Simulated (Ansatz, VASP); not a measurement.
Cd in VASP and in Ansatz

```
Cd
1.0
    -0.02396    2.27260    2.20065
     2.22498    0.01398    2.16271
     2.22318    2.23286    0.01578
Cd
1
Direct
  0.00000 0.00000 0.00000
```

Change from the starting cell: cell strained at random at fixed volume.

Alike in both runs: functional PBE; dispersion D3(BJ); k mesh 10 × 10 × 10; occupations methfessel-paxton of order 1, width 0.01 eV; no spin polarisation.

```csv
,VASP,Ansatz
version,VASP 6.6.1,Ansatz 0.2.0
potentials or method,"VASP PAW PBE potentials, release 64 (Cd)",SSSP precision PAW
plane-wave cutoff (eV),520,1361
valence electrons in the cell,12,20
task,single point,band structure
```

```tsv
	VASP	Ansatz	Ansatz less VASP
gap on the k mesh at the Fermi level (eV)	none	none	-
pressure (GPa)	-0.7	-1.1	-0.39
largest component of the traceless stress (GPa)	0.82	0.83	+0.007
dispersion energy (meV/atom)	-438.1	-438.2	-0.12
```

A gap of «none» marks a metal or a gap that the smearing closes. The two sets of potentials don't hold the same shells in valence.

Caveats: pairwise dispersion overbinds metals, which lowers pressure and volume; the pressure holds a Pulay correction of +0.5 GPa for the finite cutoff (Ansatz).
